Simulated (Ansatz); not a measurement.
The following input was run with Ansatz 0.2.0.

```yaml
crystal:
  lattice:
    - [0.0, 2.218504654, 2.218504654]
    - [2.218504654, 0.0, 2.218504654]
    - [2.218504654, 2.218504654, 0.0]
  atoms:
    - { symbol: Cd, position: [0.0, 0.0, 0.0] }
basis:
  ecutwfc: 420
kpoints:
  mp_grid: { grid: [16, 16, 16] }
hamiltonian:
  xc: pbe
scf:
  occupations: { method: gaussian, width: 0.1 }
output:
  forces: true
  stress: true
  eigenvalues: true
  write_density: true
  write_potential: true
  elf: true
  volumetric_format: npy
```

Launched with
```bash
ansatz run input.yaml --threads 1 --pin off --max-ram 1331MiB --backend cpu --events-out ev --progress --plain --runs-dir out
```

Level of theory: Ansatz, DFT PBE, scalar-relativistic, plane waves, PAW.

Abridged output:

```
Pseudopotentials: kind: paw
Pseudopotential: Cd, paw, valence charge 20, recommended cutoff 420 eV (normal)
Functional definition: PBE
Crystal: 1 atom, lattice volume = 21.838 Å³
Basis set: ecut = 420 eV, 411 PW (Γ), exchange–correlation on 48×48×48 points (8 copies of the dense FFT grid, shifted against one another)
Bands: 14, of which v1, the nominal top of the filled ones, is band 10 counted from 1 (9 counted from 0)
Symmetry: 48 space group operations
Space group: Fm-3m (ITA 225), of the structure as read, at distance tolerance 2.8e-5 Å
k-points: 145 of 4096
Initial density: superposition of atomic densities (neutral atoms: chi_scale 0, normalization atom), corrected by the library's trained network
Initial wavefunctions: pseudopotential atomic-orbital guess
Functional: x = pbe(κ = 0.804, μ = 0.21951497), c = pbe(β = 0.06672455)
SCF iter   1: F=—  HF=-8254.435970 eV  |F-HF|=—  |Δ(HF+E_count)|=         —  Δρ=5.33e-4  dr2=3.91e-5  ethr=1.77e-3  ⟨swp⟩=5.0  Hψ=10273  notcnv=0
SCF iter   2: F=—  HF=-8254.436119 eV  |F-HF|=—  |Δ(HF+E_count)|=   1.49e-4  Δρ=3.35e-4  dr2=1.53e-5  ethr=1.96e-7  ⟨swp⟩=2.5  Hψ=4598  notcnv=0
SCF iter   3: F=-8254.436134 eV  HF=-8254.436134 eV  |F-HF|=1.15e-7  |Δ(HF+E_count)|=   1.48e-5  Δρ=2.21e-5  dr2=4.67e-8  ethr=7.67e-8  ⟨swp⟩=2.0  Hψ=2825  notcnv=0
SCF iter   4: F=-8254.436134 eV  HF=-8254.436134 eV  |F-HF|=1.87e-9  |Δ(HF+E_count)|=   1.25e-7  Δρ=8.23e-6  dr2=9.29e-9  ethr=2.34e-10  ⟨swp⟩=2.0  Hψ=3479  notcnv=0
SCF iter   5: F=-8254.436134 eV  HF=-8254.436134 eV  |F-HF|=2.11e-9  |Δ(HF+E_count)|=   2.60e-9  Δρ=3.81e-6  dr2=2.58e-9  ethr=4.64e-11  ⟨swp⟩=2.0  Hψ=3332  notcnv=0
SCF iter   6: F=-8254.436134 eV  HF=-8254.436134 eV  |F-HF|=4.37e-11  |Δ(HF+E_count)|=  6.66e-10  Δρ=6.11e-7  dr2=6.57e-11  ethr=1.29e-11  ⟨swp⟩=4.2  Hψ=8610  notcnv=0
SCF 1 converged in 6 iterations: F = -8254.436134 eV  dr2 = 6.57e-11
SCF converged after 6 iterations
Free energy (F): -8254.436134 eV
Harris-Foulkes:  -8254.436134 eV  (|F-HF|=4.37e-11)
Internal energy: -8254.433396 eV  (E = F + TS)
E sigma→0 (E₀):  -8254.434765 eV
Entropy (-TS):   -0.002738 eV (-2.738 meV/atom)
Fermi energy:    14.432835 eV
--- Per-component energies (eV) ---
  E_band       = -397.352576
  E_kinetic    = 504.989611
  E_local      = -2938.820988  (includes V_loc(G=0)·N_el)
  E_nonlocal   = 32.060106
  E_hartree    = 1382.534179
  E_xc         = -177.238213
  E_vxc        = -222.321917  (∫ρ·V_xc dr)
  E_paw        = -4082.062231  (= ΣΔE_a)
  E_vpaw       = -538.327178  (= ΣTr[D̂ρ^β])
  E_aug_tail   = 0.000012  (compensation charges beyond the density's cutoff)
  E_ewald      = -2975.895873
  E_smearing   = -0.002738  (= −TS)
--- Forces (eV/Å), atoms counted from 1 ---
  atom   1  Cd     0.00000000     0.00000000     0.00000000
--- Stress (GPa, compression-positive) ---
        2.266551       0.000000       0.000000
        0.000000       2.266551       0.000000
        0.000000       0.000000       2.266551
  P = ⅓ Tr σ = 2.2666 GPa (22.666 kbar)
--- Band table (eV; the first three rows and the last of 145) ---
  k-point 0: bands = ["-88.5479", "-49.5807", "-49.5807", "-49.5807", "5.3017", "5.3017", "5.3017", "5.6494", "5.7549", "5.7549", "27.6151", "29.0859", "29.0859", "29.0859"]
  k-point 1: bands = ["-88.5478", "-49.5821", "-49.5810", "-49.5810", "5.2900", "5.3182", "5.3182", "5.7508", "5.7508", "5.7525", "27.2472", "28.2108", "28.9657", "28.9657"]
  k-point 2: bands = ["-88.5475", "-49.5858", "-49.5816", "-49.5816", "5.2414", "5.3588", "5.3588", "5.7461", "5.7461", "6.0783", "25.2851", "27.9843", "28.6644", "28.6644"]
  k-point 144: bands = ["-88.5444", "-49.6042", "-49.6042", "-49.5947", "5.0707", "5.3058", "5.3058", "5.8175", "6.2238", "16.4539", "16.4973", "16.4973", "18.2178", "31.9246"]
```

The calculation finished and met its thresholds.